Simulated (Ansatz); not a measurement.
# In2O3 (R-3c) in Ansatz: single point with HSE06

Aim: the single point of In2O3 with HSE06.

Program: Ansatz 0.2.0. These are calculated values, not measurements. Logs are shortened: lines on timing, memory, paths and dates and some standing lists are left out, and cuts for length are marked.

**Measured values to compare with.**

From “Fabrication and performance enhancement of an In2O3/BiVO4 heterojunction for N-butanol gas sensing applications”, 2024, pmc:11650617, for a powder of In2O3: band gap 3.08 eV (optical).

The results are compared with them further down.

## 1. The crystal as given

Symmetry: R-3c, No. 167, trigonal system. Conventional cell: a = 5.487 Å, b = 5.487 Å, c = 14.510 Å, α = 90.00°, β = 90.00°, γ = 120.00°. Around In (site symmetry 3) lie 6 O at 2.12 to 2.26 Å. O (site symmetry 2) is surrounded by 4 In at 2.12 to 2.26 Å.

## 2. Single point, HSE06

input

```
crystal:
  lattice:
    - [2.7435, 1.5839604635, 4.8366666667]
    - [-2.7435, 1.5839604635, 4.8366666667]
    - [0.0, -3.167920927, 4.8366666667]
  atoms:
    - { symbol: In, position: [0.85731, 0.85731, 0.85731] }
    - { symbol: In, position: [0.64269, 0.64269, 0.64269] }
    - { symbol: In, position: [0.14269, 0.14269, 0.14269] }
    - { symbol: In, position: [0.35731, 0.35731, 0.35731] }
    - { symbol: O, position: [0.048, 0.75, 0.452] }
    - { symbol: O, position: [0.75, 0.452, 0.048] }
    - { symbol: O, position: [0.452, 0.048, 0.75] }
    - { symbol: O, position: [0.952, 0.25, 0.548] }
    - { symbol: O, position: [0.25, 0.548, 0.952] }
    - { symbol: O, position: [0.548, 0.952, 0.25] }
hamiltonian:
  xc: hse06
  pseudopotentials: { kind: paw }
kpoints:
  mp_grid: { grid: [4, 4, 4] }
scf:
  occupations: { method: fermi_dirac, width: 0.05 }
output:
  forces: true
  stress: true
  eigenvalues: true
  write_density: true
  write_potential: true
  elf: true
  volumetric_format: npy
```

Potentials or basis: Ansatz PAW.

What it wrote:

```text
Warning: output.stress: scf.convergence.dr2_threshold = 1e-7 eV (the SCF's general default) is looser than the 1e-9 eV advised for a printed stress (1e-10 eV for each atom of the cell: 10). What an SCF threshold leaves in a stress goes as its square root, and in the free energy as the threshold itself, and one threshold admits the most on a small cell: of the crystals measured, under no hybrid functional and no lock of the moments, on runs that ended without the residual-converged pass, on stresses that held no estimate of that error, the worst erred by over 100 MPa in a component at 1e-7 eV an atom and by under 5 at 1e-10. Set scf.convergence.dr2_threshold to 1e-9 eV or tighter. The threshold is an SCF's pass mark: one that does not reach it within its budget of iterations ends unconverged, or closes short of it on a stop that the run arms, and scf.convergence.dr2_threshold's page says what that costs each kind of run
Warning: output.stress: scf.exx.energy_threshold = 1e-6 eV is looser than the 1e-7 eV advised for a stress under a hybrid functional (1e-8 eV for each atom of the cell: 10). Every SCF of the exchange loop can meet its threshold on dr2 while the loop round them stops early: no threshold on dr2 bounds what that leaves in the stress. Set scf.exx.energy_threshold to 1e-7 eV or tighter. The threshold is the loop's pass mark: a loop that does not reach it within its budget of cycles ends unconverged, and scf.exx.energy_threshold's page has the law
GPUs: using 1 of 1 available (devices: 1).
Engine: ansatz 0.2.0, x86_64-unknown-linux-gnu
Pseudopotentials: kind: paw
Pseudopotential: In, paw, valence charge 13, recommended cutoff 420 eV (normal), In.paw.azcp
Pseudopotential: O, paw, valence charge 6, recommended cutoff 420 eV (normal), O.paw.azcp
Functional definition: HSE06
  parameter a = 0.25
  parameter omega = 0.11/bohr
  exchange = pbe_x - a*pbe_x_sr(omega) + a*exact_x_sr(omega)
  correlation = pbe_c
device memory: the entry about to start is reckoned to put 2.0 GiB on a device that reports 61.0 GiB free (of which the cap on the GPU budget leaves the run 18.0 GiB)
GPU FFT provider: cuFFT
GPU libraries: cuBLAS 13.8.2, cuFFT 12.4.0, cuSOLVER 12.3.4
Crystal: 10 atoms, lattice volume = 126.109 Å³
Basis set: ecut = 420 eV, 2453 PW (Γ), exchange–correlation on 80×80×80 points (8 copies of the dense FFT grid, shifted against one another)
Bands: 54, of which v1, the nominal top of the filled ones, is band 44 counted from 1 (43 counted from 0)
Symmetry: 12 space group operations
Space group: R-3c (ITA 167), of the structure as read, at distance tolerance 5.0e-5 Å
k-points: 13 of 64
Non-local potential: In, projectors of the file, l = 0: 2, l = 1: 2, l = 2: 2, l = 3: 2
Non-local potential: O, projectors of the file, l = 0: 2, l = 1: 2, l = 2: 1
PAW form: soft (Blöchl's): semilocal exchange-correlation on the pseudo side does not see the compensation charge
[... 60 lines left out ...]
  E_band       = -126.438240
  E_kinetic    = 2042.614993
  E_local      = -5868.549613  (includes V_loc(G=0)·N_el)
  E_nonlocal   = 1769.717868
  E_hartree    = 2267.498653
  E_xc         = -1033.556420
  E_vxc        = -761.419802  (∫ρ·V_xc dr)
  E_exx        = -247.534120  (= α·E_x^exact, valence–valence)
  E_paw        = -17631.982318  (= ΣΔE_a)
  E_vpaw       = -1348.747867  (= ΣTr[D̂ρ^β])
  E_aug_tail   = 0.014448  (compensation charges beyond the density's cutoff)
  E_ewald      = -7111.109369
  E_core_change = 1.884955  (= ΣΔE_core)
  E_smearing   = -0.000000  (= −TS)
  E_closure    = 0.000001  (closes the sum)
  Σ components = -25811.000921   (vs F -25811.000921, Δ=0.00e0)
--- Forces (eV/Å), atoms counted from 1 ---
  atom   1  In    -0.00000000     0.00000000    -0.08724635
  atom   2  In     0.00000000     0.00000000     0.08724635
  atom   3  In     0.00000000    -0.00000000     0.08724635
  atom   4  In     0.00000000    -0.00000000    -0.08724635
  atom   5  O     -0.04663306    -0.08077083     0.00000000
  atom   6  O     -0.04663306     0.08077083     0.00000000
  atom   7  O      0.09326612     0.00000000     0.00000000
  atom   8  O      0.04663306     0.08077083    -0.00000000
  atom   9  O      0.04663306    -0.08077083    -0.00000000
  atom  10  O     -0.09326612    -0.00000000    -0.00000000
  max |Σ_I F_I| component: 1.62e-17 eV/Å
--- Stress (GPa, compression-positive) ---
        1.001175       0.000000       0.000000
        0.000000       1.001175       0.000000
        0.000000      -0.000000       0.855576
  P = ⅓ Tr σ = 0.9526 GPa (9.526 kbar)
--- Band table (eV; the first three rows and the last of 13) ---
  k-point 0: bands = ["-11.3628", "-10.4501", "-10.4501", "-10.2175", "-10.2175", "-10.1154", "-5.6332", "-5.6332", "-5.4806", "-5.4806", "-5.4230", "-5.2914", "-5.2639", "-5.2639", "-5.2268", "-5.2268", "-5.1740", "-5.1740", "-5.0540", "-5.0444", "-5.0444", "-5.0422", "-4.7688", "-4.7688", "-4.0337", "-4.0337", "1.9536", "2.3487", "3.5889", "3.5889", "4.3656", "4.7640", "4.9883", "4.9883", "5.1431", "7.1150", "7.1150", "7.3813", "7.3813", "7.3865", "7.5755", "7.5755", "7.8441", "7.8441", "10.6682", "15.1671", "16.0488", "17.1310", "18.9137", "18.9137", "19.1367", "19.2439", "19.6535", "19.6535"]
  k-point 1: bands = ["-11.1875", "-10.4288", "-10.4135", "-10.3696", "-10.2562", "-10.1795", "-5.5826", "-5.5681", "-5.4827", "-5.4670", "-5.4113", "-5.3306", "-5.2707", "-5.2572", "-5.2489", "-5.2376", "-5.1862", "-5.1679", "-5.0950", "-5.0515", "-5.0396", "-4.8915", "-4.8238", "-4.7296", "-4.2750", "-4.1270", "2.2324", "2.3656", "3.0324", "4.0710", "4.3140", "4.9031", "5.4974", "5.6716", "5.9314", "5.9608", "6.6662", "6.6846", "7.3074", "7.3116", "7.4293", "7.4836", "7.6564", "7.8277", "12.2128", "15.7295", "15.7730", "16.4553", "17.4701", "18.1720", "19.2806", "19.7307", "20.1775", "20.2290"]
  k-point 2: bands = ["-10.7725", "-10.7725", "-10.3522", "-10.3522", "-10.3031", "-10.3031", "-5.5363", "-5.5363", "-5.4166", "-5.4166", "-5.3724", "-5.3724", "-5.3419", "-5.3419", "-5.2314", "-5.2314", "-5.1669", "-5.1669", "-5.0496", "-5.0496", "-5.0323", "-5.0323", "-4.6348", "-4.6348", "-4.4299", "-4.4299", "2.5083", "2.5083", "3.3977", "3.3977", "4.8854", "4.8854", "5.4395", "5.4395", "6.3013", "6.3013", "6.8379", "6.8379", "6.8508", "6.8508", "7.1068", "7.1068", "7.7717", "7.7717", "14.5397", "14.5397", "15.5841", "15.5841", "18.1053", "18.1053", "18.9175", "18.9175", "20.1613", "20.1613"]
  k-point 12: bands = ["-10.7771", "-10.7771", "-10.3368", "-10.3368", "-10.3368", "-10.3368", "-5.5117", "-5.5117", "-5.5117", "-5.5117", "-5.4774", "-5.4774", "-5.2875", "-5.2875", "-5.2875", "-5.2875", "-5.0688", "-5.0688", "-5.0688", "-5.0688", "-4.9454", "-4.9454", "-4.4917", "-4.4917", "-4.4917", "-4.4917", "2.6426", "2.6426", "4.1696", "4.1696", "4.7656", "4.7656", "4.7656", "4.7656", "5.7055", "5.7055", "6.6770", "6.6770", "6.6770", "6.6770", "7.6616", "7.6616", "7.6616", "7.6616", "13.9126", "13.9126", "17.0826", "17.0826", "17.9726", "17.9726", "19.5470", "19.5470", "19.5470", "19.5470"]
```

rho_z.tsv:

```text
# z_ang	rho[e/angstrom^3]
# format = ansatz-planar-average/11
# lattice	2.743500000	1.583960464	4.836666667
# lattice	-2.743500000	1.583960464	4.836666667
# lattice	0.000000000	-3.167920927	4.836666667
# sites	10
# site	49	0.000000000	0.000000000	12.439568100
# site	49	0.000000000	0.000000000	9.325431900
# site	49	0.000000000	0.000000000	2.070431900
# site	49	0.000000000	0.000000000	5.184568100
# site	8	-1.925937000	-0.167899809	6.045833333
# site	8	0.817563000	1.751860273	6.045833333
# site	8	1.108374000	-1.583960464	6.045833333
# site	8	1.925937000	0.167899809	8.464166667
# site	8	-0.817563000	-1.751860273	8.464166667
# site	8	-1.108374000	1.583960464	8.464166667
0.000000	6.605577e-1
0.144545	6.655588e-1
0.289089	6.803805e-1
0.433634	7.018133e-1
0.578179	7.212489e-1
0.722723	7.297732e-1
[... 32 lines left out ...]
5.492698	6.803805e-1
5.637243	6.655588e-1
```

Run time: 29 s. Hardware: 1 × NVIDIA H100 80GB HBM3 with 2 threads of AMD EPYC 7R13 (Zen 3), shared host; peak memory 2.8 GiB.

Results:

* Free energy: -25811.0009 eV
* Pressure: 1.0 GPa
* Largest force: 0.093 eV/Å
* Band gap on the k mesh: 2.82 eV, direct

Forces on the atoms (eV/Å):
```
In   0.000  0.000 -0.087
In   0.000  0.000  0.087
In   0.000  0.000  0.087
In   0.000  0.000 -0.087
O   -0.047 -0.081  0.000
O   -0.047  0.081  0.000
O    0.093  0.000  0.000
O    0.047  0.081  0.000
O    0.047 -0.081  0.000
O   -0.093  0.000  0.000
```

Stress tensor (GPa, compression positive):
```
1.00 0.00 0.00
0.00 1.00 0.00
0.00 0.00 0.86
```

Caveat: the pressure holds a Pulay correction of +0.5 GPa for the finite cutoff; spin-orbit coupling is left out, which moves the levels of the heavy elements; the PAW data sets come from PBE, with cores solved anew for the run's functional, which leaves a small shift of forces and pressure; the thresholds are loose for stress.

## 3. Against experiment

Step 2. Against the measured gap of In2O3, 3.08 eV (optical; powder; “Fabrication and performance enhancement of an In2O3/BiVO4 heterojunction for N-butanol gas sensing applications”, 2024, pmc:11650617), the calculated 2.82 eV is off by -0.26 eV. Spin-orbit coupling on In is left out. The value is that of HSE06, without temperature or zero-point motion.
